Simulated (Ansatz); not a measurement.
# Relaxation of BaTiO3

All numbers below come from Ansatz, DFT PBEsol, scalar-relativistic, plane waves, PAW. Run with 420 eV cutoff, 8×8×8 k-mesh, Gaussian smearing of 0.02 eV, no spin polarisation.

What was changed: uniaxial strain along a, with b, c and atoms relaxed: -2.0 %.

Command:

```bash
ansatz run input.yaml --threads 1 --pin off --max-ram 2560MiB --backend cpu --events-out ev --progress --plain --runs-dir out
```

Input:

```yaml
crystal:
  lattice:
    - [3.8904719457, 0.0, 0.0]
    - [0.0, 3.989718679, 0.0]
    - [0.0, 0.0, 3.989718679]
  atoms:
    - { symbol: Ba, position: [0.5, 0.5, 0.5] }
    - { symbol: Ti, position: [0.0, 0.0, 0.0] }
    - { symbol: O, position: [0.5, 0.0, 0.0] }
    - { symbol: O, position: [0.0, 0.5, 0.0] }
    - { symbol: O, position: [0.0, 0.0, 0.5] }
basis:
  ecutwfc: 420
kpoints:
  mp_grid: { grid: [8, 8, 8] }
hamiltonian:
  xc: pbesol
scf:
  occupations: { method: gaussian, width: 0.02 }
output:
  forces: true
  stress: true
  eigenvalues: true
relax:
  adjacent_minimum: "off"
  f_tol: 0.008
  max_steps: 40
  cell: { stress_tol: 0.015, fix: [a, angles] }
```

F is the free energy. Steps run on the plane waves of an earlier cell, but the last one, and at times one on the way, on a freshly chosen basis, so a repeated geometry can differ a little in energy. The held parts of the cell keep their stress, so P needn't end at zero.

Steps:

```csv
step,F − F(1) (eV),largest force component (eV/Å),V (Å³/atom),P (GPa)
1,0.0000,0.000,12.386,2.05
2,0.0001,0.000,12.393,1.93
3,0.0001,0.000,12.394,1.92
4,0.0000,0.000,12.394,1.92
```

Relaxed structure:

```
CELL_PARAMETERS angstrom
3.89047 0.00000 0.00000
0.00000 3.99111 0.00000
0.00000 0.00000 3.99111
ATOMIC_POSITIONS crystal
Ba 0.50000 0.50000 0.50000
Ti 0.00000 0.00000 0.00000
O 0.50000 0.00000 0.00000
O 0.00000 0.50000 0.00000
O 0.00000 0.00000 0.50000
```

The structure is tetragonal, space group P4/mmm (No. 123). Conventional cell: a = 3.991 Å, b = 3.991 Å, c = 3.890 Å, α = 90.00°, β = 90.00°, γ = 90.00°. Ba (site symmetry 4/mmm) has 12 O at 2.79 to 2.82 Å as nearest neighbours. Around Ti (site symmetry 4/mmm) lie 6 O at 1.95 to 2.00 Å. Around O (site symmetry 4/mmm) lie 2 Ti at 1.95 Å. O (site symmetry mmm) has 2 Ti at 2.00 Å as nearest neighbours.

The run converged. The run took 32 s on 1 thread of Arm Neoverse V1, with other jobs on the host, peak memory 0.41 GiB.